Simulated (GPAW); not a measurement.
Runs of GPAW 26.7.0 on Lu. The structure is hexagonal, space group P6_3/mmc (No. 194). Conventional cell: a = 3.503 Å, b = 3.503 Å, c = 5.551 Å, α = 90.00°, β = 90.00°, γ = 120.00°. Lu (site symmetry -6m2) is surrounded by 12 Lu at 3.43 to 3.50 Å. 

```csv
task,level,potentials or basis,spin,cell,k mesh,maxiter,optimizer,fmax,max steps,band path,other keys,mesh quality,gap on the mesh (eV),pressure (GPa),relaxed volume (Å³/atom)
relaxation of cell and atoms,r2SCAN,"GPAW PAW data sets (gpaw-data 1.2.1), pw",off,relaxed,5 × 5 × 3,150,BFGS,0.02 eV/Å,60,-,-,coarse,none,0.0,29.44
relaxation of cell and atoms,rSCAN,"GPAW PAW data sets (gpaw-data 1.2.1), pw",off,relaxed,5 × 5 × 3,150,LBFGS,0.02 eV/Å,100,-,-,coarse,none,0.0,(a)
band structure,PBE,"GPAW PAW data sets (gpaw-data 1.2.1), pw","SOC, no magnetisation",as given,5 × 5 × 3,150,-,-,-,"GMKGALHA,LM,KH",-,coarse,-,-0.2,-
relaxation of cell and atoms,LDA,"the program's PAW data sets (release 1.2.1) made for this functional, pw",off,relaxed,5 × 5 × 3,150,BFGS,0.01 eV/Å,60,-,-,coarse,none,0.0,26.15
relaxation of cell and atoms,MS2,"GPAW PAW data sets (gpaw-data 1.2.1), pw",off,relaxed to 5 GPa,5 × 5 × 3,150,LBFGS,0.02 eV/Å,100,-,-,coarse,none,4.9,-
band structure,r2SCAN,"GPAW PAW data sets (gpaw-data 1.2.1), pw","SOC, no magnetisation",as given,5 × 5 × 3,150,-,-,-,"GMKGALHA,LM,KH",-,coarse,-,0.0,-
single point,PBE,"GPAW PAW data sets (gpaw-data 1.2.1), pw",off,as given,6 × 6 × 4,50,-,-,-,-,"several, not listed",not flagged,none,(b),-
```

Alike in all rows: cutoff (eV) 800; smearing fermi-dirac 0.05 eV.

Estimate the missing entries.

(a) 29.07; (b) -0.7.

Caveats: some runs use coarse meshes; one-centre terms of the f shell are cut off; later steps reuse the first step's grids (some runs); the PAW data sets were made with another functional, which shifts forces and pressure a little (some runs); spin-orbit coupling was added after a scalar SCF, so levels and gaps hold it while energy, forces, pressure and moments don't (some runs); this program's spin-orbit splittings come out too wide for heavy elements (some runs); the volume moved by -11 % from the deposited cell, more than functionals usually miss (some runs).

A k mesh can miss the band edges, and rows without SOC leave out spin-orbit coupling on Lu.

A gap of «none» marks a metal or a gap under the smearing width.
